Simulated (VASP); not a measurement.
All values below come from PBE GGA, VASP's PBE PAW potentials (set 64) (plane waves; VASP 6.6.1).

Input for VASP

### KPOINTS
```
Automatic
0
Gamma
 8 8 8
0 0 0
```

INCAR:
```
SYSTEM=CaF2
PREC=Accurate; ENCUT=520; LREAL=.FALSE.
LASPH=.TRUE.; NELECT=24.1
EDIFF=1E-6; NELM=100; ALGO=Normal
ISMEAR=0; SIGMA=0.05
GGA=PE
ISIF=2
LWAVE=.FALSE.; LCHARG=.FALSE.
```

POSCAR:
```
CaF2
1
    0.0000000000     2.7300000000     2.7300000000
    2.7300000000     0.0000000000     2.7300000000
    2.7300000000     2.7300000000     0.0000000000
Ca F
1 2
Direct
  0.0000000000   0.0000000000   0.0000000000
  0.2500000000   0.2500000000   0.2500000000
  0.7500000000   0.7500000000   0.7500000000
```

POTCAR, in this order: Ca_sv F (PBE.64 set). Program: vasp_std.

What VASP printed:

OSZICAR:
```
       N       E                     dE             d eps       ncg     rms          rms(c)
DAV:   1     0.230415864741E+03    0.23042E+03   -0.14162E+04   928   0.154E+03
DAV:   2    -0.798303617269E+01   -0.23840E+03   -0.23214E+03  1192   0.395E+02
DAV:   3    -0.176769797711E+02   -0.96939E+01   -0.96434E+01  1096   0.911E+01
DAV:   4    -0.180327794508E+02   -0.35580E+00   -0.35540E+00  1552   0.133E+01
DAV:   5    -0.180354810539E+02   -0.27016E-02   -0.27016E-02  1072   0.123E+00    0.796E+00
DAV:   6    -0.166377489638E+02    0.13977E+01   -0.75283E+00   952   0.194E+01    0.301E+00
DAV:   7    -0.166353633125E+02    0.23857E-02   -0.19982E-01  1232   0.401E+00    0.160E+00
DAV:   8    -0.166417328977E+02   -0.63696E-02   -0.29985E-02  1184   0.219E+00    0.195E-01
DAV:   9    -0.166442310957E+02   -0.24982E-02   -0.66693E-03  1400   0.639E-01    0.129E-01
DAV:  10    -0.166448082156E+02   -0.57712E-03   -0.82573E-04  1160   0.224E-01    0.364E-02
DAV:  11    -0.166448132538E+02   -0.50381E-05   -0.15295E-04  1120   0.109E-01    0.857E-03
DAV:  12    -0.166448197104E+02   -0.64566E-05   -0.29040E-05  1224   0.440E-02    0.558E-03
DAV:  13    -0.166448196111E+02    0.99236E-07   -0.38093E-06  1304   0.156E-02
   1 F= -.16644820E+02 E0= -.16644371E+02  d E =-.897060E-03
```

OUTCAR:
```
------------------------ aborting loop because EDIFF is reached ----------------------------------------
  FORCE on cell =-STRESS in cart. coord.  units (eV):
  Direction    XX          YY          ZZ          XY          YZ          ZX
  --------------------------------------------------------------------------------------
  Total        1.7577055      1.7577055      1.7577055      0.0000000      0.0000000     -0.0000000
  in kB       69.2052060     69.2052060     69.2052060      0.0000000      0.0000000     -0.0000000
  external PRESSURE =      69.2052060 kB  Pullay stress =       0.0000000 kB
  volume of cell :       40.69
      direct lattice vectors                 reciprocal lattice vectors
     0.000000000  2.730000000  2.730000000    -0.183150183  0.183150183  0.183150183
     2.730000000  0.000000000  2.730000000     0.183150183 -0.183150183  0.183150183
     2.730000000  2.730000000  0.000000000     0.183150183  0.183150183 -0.183150183
 POSITION                                       TOTAL-FORCE (eV/Angst)
 -----------------------------------------------------------------------------------
      0.00000      0.00000      0.00000         0.000000     -0.000000      0.000000
      1.36500      1.36500      1.36500         0.000000      0.000000      0.000000
      4.09500      4.09500      4.09500        -0.000000     -0.000000     -0.000000
 -----------------------------------------------------------------------------------
    total drift:                                0.000000     -0.000000      0.000000
  FREE ENERGIE OF THE ION-ELECTRON SYSTEM (eV)
  ---------------------------------------------------
  free  energy   TOTEN  =       -16.6448196111 eV

  energy  without entropy=      -16.6439225508  energy(sigma->0) =      -16.64437108
```
(Selected blocks of OUTCAR.)

**OUTCAR**
```
 val. band max:        7.0486240683   @ k =  -0.1250   0.1250   0.0000

 cond. band min:       7.1277124357   @ k =   0.5000   0.3750   0.0000


 Fermi energy:         7.0573660031

 k-point     1 :       0.0000    0.0000    0.0000
  band No.  band energies     occupation
      1     -37.0178      2.00000
      2     -20.9544      2.00000
      3     -20.1800      2.00000
      4     -17.9581      2.00000
      5     -17.9581      2.00000
      6     -17.9581      2.00000
      7      -3.1306      2.00000
      8      -3.1306      2.00000
      9      -3.1306      2.00000
     10      -1.2710      2.00000
     11      -1.2710      2.00000
     12      -1.2710      2.00000
     13       6.0962      2.00000
     14       8.1452      0.00000
     15       8.1452      0.00000
     16      10.2276      0.00000

 k-point     2 :       0.1250    0.0000    0.0000
  band No.  band energies     occupation
      1     -37.0128      2.00000
      2     -20.9944      2.00000
      3     -20.2194      2.00000
      4     -17.9644      2.00000
      5     -17.9644      2.00000
      6     -17.8900      2.00000
      7      -3.0602      2.00000
      8      -3.0602      2.00000
      9      -3.0030      2.00000
     10      -1.4551      2.00000
     11      -1.3428      2.00000
     12      -1.3428      2.00000
     13       6.4973      2.00000
     14       8.1767      0.00000
     15       8.1767      0.00000
     16      10.0776      0.00000

 k-point     3 :       0.2500    0.0000    0.0000
  band No.  band energies     occupation
      1     -37.0009      2.00000
      2     -21.0602      2.00000
      3     -20.3472      2.00000
      4     -17.9793      2.00000
      5     -17.9793      2.00000
      6     -17.7182      2.00000
      7      -2.8754      2.00000
      8      -2.8754      2.00000
      9      -2.7015      2.00000
     10      -1.8388      2.00000
     11      -1.5252      2.00000
     12      -1.5252      2.00000
     13       7.4067      0.00000
...
```

The cell is charged, with a uniform compensating background.

The compound is CaF2 in the fluorite structure. The cell was not relaxed at this level. The run is one of a series of settings (NELECT = 24.1 against the base run), some of them coarse on purpose.
